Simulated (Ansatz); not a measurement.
Nudged elastic band run: Rb

The input (input.yaml):

```yaml
crystal:
  lattice:
    - [11.18, 0.0, 0.0]
    - [0.0, 11.18, 0.0]
    - [0.0, 0.0, 11.18]
  atoms:
    - { symbol: Rb, position: [-0.01061398, 0.00300645, -0.00247914] }
    - { symbol: Rb, position: [0.51504032, -0.00160536, -0.00244114] }
    - { symbol: Rb, position: [-0.05635452, 0.40804106, -0.00285232] }
    - { symbol: Rb, position: [-0.02860785, 0.00671675, 0.50519667] }
    - { symbol: Rb, position: [0.25503264, 0.2479388, 0.26145393] }
    - { symbol: Rb, position: [0.53642931, 0.44968877, -0.00238807] }
    - { symbol: Rb, position: [0.53941071, -0.00907482, 0.50569414] }
    - { symbol: Rb, position: [0.73914823, 0.24719006, 0.281631] }
    - { symbol: Rb, position: [0.01894507, 0.51580194, 0.49354322] }
    - { symbol: Rb, position: [0.25568683, 0.83137789, 0.30043402] }
    - { symbol: Rb, position: [0.25492322, 0.25030709, 0.7364634] }
    - { symbol: Rb, position: [0.48691979, 0.52430576, 0.4932733] }
    - { symbol: Rb, position: [0.76317441, 0.73200293, 0.23275725] }
    - { symbol: Rb, position: [0.73878588, 0.25498648, 0.71308092] }
    - { symbol: Rb, position: [0.25511175, 0.81096282, 0.70926647] }
    - { symbol: Rb, position: [0.76357201, 0.72775984, 0.76445714] }
    - { symbol: Rb, position: [0.21800629, 0.62497385, 0.01574134] }
basis:
  ecutwfc: 420.0
kpoints:
  mp_grid: { grid: [1, 1, 1] }
hamiltonian:
  xc: pbe
  dispersion: d3bj
scf:
  occupations: { method: gaussian, width: 0.1 }
  lower_state_search: "off"
  max_iter: 100
neb:
  images: 3
  f_tol: 0.05
  max_iterations: 50
  order_check: false
  final_atoms:
    - { symbol: Rb, position: [-0.02968144, 0.02879816, -0.00175362] }
    - { symbol: Rb, position: [0.49868441, 0.01932009, -0.00158853] }
    - { symbol: Rb, position: [-0.10568169, 0.43677835, -0.00248115] }
    - { symbol: Rb, position: [0.02565858, -0.01071028, 0.49584133] }
    - { symbol: Rb, position: [0.22965402, 0.27083417, 0.23491876] }
    - { symbol: Rb, position: [0.5002505, 0.49064555, -0.00138223] }
    - { symbol: Rb, position: [0.48316291, 0.04796624, 0.50378585] }
    - { symbol: Rb, position: [0.75142169, 0.23166522, 0.28513583] }
    - { symbol: Rb, position: [0.01360863, 0.51991695, 0.49639705] }
    - { symbol: Rb, position: [0.324657, 0.76342159, 0.29752507] }
    - { symbol: Rb, position: [0.22727151, 0.27186917, 0.76374114] }
    - { symbol: Rb, position: [0.5090378, 0.47550043, 0.50284247] }
    - { symbol: Rb, position: [0.74995863, 0.7580033, 0.26085301] }
    - { symbol: Rb, position: [0.75618397, 0.23116314, 0.7108025] }
    - { symbol: Rb, position: [0.31131485, 0.76231995, 0.70840689] }
    - { symbol: Rb, position: [0.75031753, 0.75800506, 0.73746823] }
    - { symbol: Rb, position: [0.12448033, 0.69234637, 0.01012534] }
```

Run as:

```bash
$ ansatz run input.yaml --threads 4 --pin off --max-ram 10240MiB --backend cpu --events-out ev --progress --plain --runs-dir out
```

Output, in part (warnings, iteration lines):

```
NEB end point (image 0): max|allowed force component| = 4.359e-2 eV/Å (the criterion of neb.relax_end_points is 1.000e-2)
NEB end point (image 4): max|allowed force component| = 3.276e-2 eV/Å (the criterion of neb.relax_end_points is 1.000e-2)
NEB iter   1: max|band force component| = 7.332e-2 eV/Å  barrier→ = -0.0236 eV  barrier← = -0.0089 eV  CI = image 1  Δτ_max = 0.0237 Å  (40 SCF iters)
NEB iter   2: max|band force component| = 6.368e-2 eV/Å  barrier→ = -0.0279 eV  barrier← = -0.0132 eV  CI = image 1  Δτ_max = 0.1987 Å  (15 SCF iters)
NEB iter   3: max|band force component| = 4.479e-2 eV/Å  barrier→ = -0.0385 eV  barrier← = -0.0237 eV  CI = image 1  Δτ_max = 0.1691 Å  (21 SCF iters)
NEB iter   4: max|band force component| = 3.792e-1 eV/Å  barrier→ = -0.0248 eV  barrier← = -0.0100 eV  CI = image 1  Δτ_max = 0.1300 Å  (7 SCF iters)
NEB iter   5: max|band force component| = 4.262e-2 eV/Å  barrier→ = -0.0158 eV  barrier← = -0.0010 eV  CI = image 1  Δτ_max = 0.0000 Å  (18 SCF iters)
```

It converged. The band force fell under the threshold earlier too, but the program's further tests of the path sent the band on. The highest image is an end point: on this band no image between the ends rises above it. Inner images lie up to 0.058 eV below the lower end, so the ends aren't the lowest states on this path. One k-point is too few for this cell, so energies aren't converged. Limits of this set-up: coarse k mesh, a small cell, in which the defect meets its images.

Final band (atoms are numbered from 1 in the order of the input):

```csv
image,path coordinate (Å),energy (eV),Rb1–Rb10 (Å),Rb1–Rb15 (Å),Rb5–Rb10 (Å)
0,0.00,0.000,4.90,4.88,4.68
1,0.24,-0.016,4.90,4.88,4.71
2,1.22,-0.065,5.14,5.05,5.00
3,2.20,-0.073,5.46,5.30,5.46
4,3.18,-0.015,5.97,5.82,5.65
```

The run took 32 s on 4 threads of Intel(R) Xeon(R) Platinum 8488C (Sapphire Rapids), with other jobs on the host, peak memory 1.6 GiB.
